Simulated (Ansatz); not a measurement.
Ansatz input file:

```yaml
crystal:
  lattice:
    - [0.0, 3.352, 3.352]
    - [3.352, 0.0, 3.352]
    - [3.352, 3.352, 0.0]
  atoms:
    - { symbol: Ti, position: [0.5, 0.5, 0.5] }
    - { symbol: Ti, position: [0.75, 0.75, 0.75] }
    - { symbol: Co, position: [0.125, 0.125, 0.125] }
    - { symbol: Co, position: [0.625, 0.125, 0.125] }
    - { symbol: Co, position: [0.125, 0.125, 0.625] }
    - { symbol: Co, position: [0.125, 0.625, 0.125] }
basis:
  ecutwfc: 420
kpoints:
  mp_grid: { grid: [10, 10, 10] }
hamiltonian:
  xc: pbesol
scf:
  occupations: { method: gaussian, width: 0.1 }
output:
  forces: true
  stress: true
  eigenvalues: true
  populations: true
  write_density: true
  write_potential: true
  elf: true
  volumetric_format: npy
```

Command:
```bash
ansatz run input.yaml --threads 1 --pin off --max-ram 2560MiB --backend cpu --events-out ev --progress --plain --runs-dir out
```

Computed with DFT PBEsol, scalar-relativistic, plane waves, PAW in Ansatz.

From the run's log, abridged (final results; tables in files aren't shown):

```
SCF 1 converged in 8 iterations: F = -25321.662091 eV  dr2 = 1.51e-8
SCF converged after 8 iterations
Free energy (F): -25321.662091 eV
Harris-Foulkes:  -25321.662091 eV  (|F-HF|=1.18e-8)
Internal energy: -25321.616601 eV  (E = F + TS)
E sigma→0 (E₀):  -25321.639346 eV
Entropy (-TS):   -0.045490 eV (-7.582 meV/atom)
Fermi energy:    16.845353 eV
--- Per-component energies (eV) ---
  E_band       = -1328.229059
  E_kinetic    = 2367.212381
  E_local      = -14363.909717  (includes V_loc(G=0)·N_el)
  E_nonlocal   = 1828.433528
  E_hartree    = 6093.511726
  E_xc         = -827.757768
  E_vxc        = -1065.523501  (∫ρ·V_xc dr)
  E_paw        = -7969.251576  (= ΣΔE_a)
  E_vpaw       = -2281.453093  (= ΣTr[D̂ρ^β])
  E_aug_tail   = 0.000457  (compensation charges beyond the density's cutoff)
  E_ewald      = -12450.888079
  E_core_change = 1.032446  (= ΣΔE_core)
  E_smearing   = -0.045490  (= −TS)
--- Forces (eV/Å), atoms counted from 1 ---
  atom   1  Ti     0.00000000     0.00000000     0.00000000
  atom   2  Ti     0.00000000     0.00000000     0.00000000
  atom   3  Co     0.00000000     0.00000000     0.00000000
  atom   4  Co     0.00000000     0.00000000     0.00000000
  atom   5  Co     0.00000000     0.00000000     0.00000000
  atom   6  Co     0.00000000     0.00000000     0.00000000
--- Stress (GPa, compression-positive) ---
      -13.598815       0.000000       0.000000
        0.000000     -13.598815       0.000000
        0.000000       0.000000     -13.598815
  P = ⅓ Tr σ = -13.5988 GPa (-135.988 kbar)
--- Band table (eV; the first three rows and the last of 47) ---
  k-point 0: bands = ["-77.8404", "-77.7715", "-77.7715", "-77.7715", "-41.6084", "-41.3263", "-41.3263", "-41.3263", "-41.2180", "-41.2180", "-41.0846", "-41.0846", "-41.0846", "-41.0611", "-41.0611", "-41.0611", "-40.0832", "-39.9995", "-16.4822", "-16.4822", "-16.4822", "-16.2958", "-16.2958", "-16.2958", "8.7368", "12.1997", "12.9776", "12.9776", "12.9776", "13.7942", "13.7942", "13.7942", "14.1184", "14.1184", "15.5683", "15.5683", "16.0651", "16.0651", "16.0651", "16.1230", "16.1230", "16.1230", "16.2626", "16.2626", "16.3328", "16.3328", "16.3328", "17.6289", "17.6289", "17.6289", "17.8146", "17.8146", "17.8146", "18.0915", "19.3389", "19.3389"]
  k-point 1: bands = ["-77.8391", "-77.7727", "-77.7715", "-77.7715", "-41.6012", "-41.3258", "-41.3233", "-41.3233", "-41.2164", "-41.2164", "-41.0930", "-41.0861", "-41.0861", "-41.0643", "-41.0643", "-41.0611", "-40.0812", "-40.0011", "-16.4842", "-16.4842", "-16.4815", "-16.2971", "-16.2938", "-16.2938", "8.8495", "12.2430", "12.9907", "12.9973", "12.9973", "13.7277", "13.8273", "13.8273", "14.1404", "14.1404", "15.4996", "15.4996", "15.8027", "15.8685", "15.8685", "16.1450", "16.1450", "16.2139", "16.3144", "16.3144", "16.3277", "16.4823", "16.4823", "17.2728", "17.6258", "17.6258", "17.6288", "17.8050", "17.8050", "18.5942", "19.3113", "19.3113"]
  k-point 2: bands = ["-77.8356", "-77.7763", "-77.7715", "-77.7715", "-41.5814", "-41.3238", "-41.3152", "-41.3152", "-41.2111", "-41.2111", "-41.1167", "-41.0932", "-41.0932", "-41.0708", "-41.0708", "-41.0611", "-40.0757", "-40.0054", "-16.4890", "-16.4890", "-16.4802", "-16.2999", "-16.2888", "-16.2888", "9.1793", "12.3400", "13.0287", "13.0522", "13.0522", "13.5490", "13.9239", "13.9239", "14.2055", "14.2055", "15.3380", "15.3380", "15.3717", "15.5564", "15.5564", "16.0396", "16.1998", "16.1998", "16.3144", "16.3786", "16.3786", "16.7238", "16.7238", "16.7997", "17.5091", "17.5091", "17.6288", "17.8748", "17.8748", "19.1593", "19.2557", "19.2557"]
  k-point 46: bands = ["-77.8060", "-77.8060", "-77.7716", "-77.7716", "-41.4225", "-41.4225", "-41.2522", "-41.2522", "-41.1949", "-41.1949", "-41.1647", "-41.1647", "-41.1126", "-41.1126", "-41.0891", "-41.0891", "-40.0384", "-40.0384", "-16.5232", "-16.5232", "-16.3903", "-16.3903", "-16.2567", "-16.2567", "11.9091", "11.9091", "12.9334", "12.9334", "13.8681", "13.8681", "13.9444", "13.9444", "14.1733", "14.1733", "14.5262", "14.5262", "14.9330", "14.9330", "15.1068", "15.1068", "15.4574", "15.4574", "15.9252", "15.9252", "16.6328", "16.6328", "17.0851", "17.0851", "17.6559", "17.6559", "17.9871", "17.9871", "18.8540", "18.8540", "19.0198", "19.0198"]
--- Löwdin populations: 6 sites ---
  site symbol q [e]
     0     Ti     11.7415
     1     Ti     11.7415
     2     Co     16.8507
     3     Co     16.8507
     4     Co     16.8507
     5     Co     16.8507
  spilling = 0.012109 (of n_electrons = 92.000000)
```

The run converged.

The run took 19 s on 1 thread of Arm Neoverse V1 (shared host), peak memory 0.43 GiB.

Spin polarisation was left out, and a magnetic state may lie lower.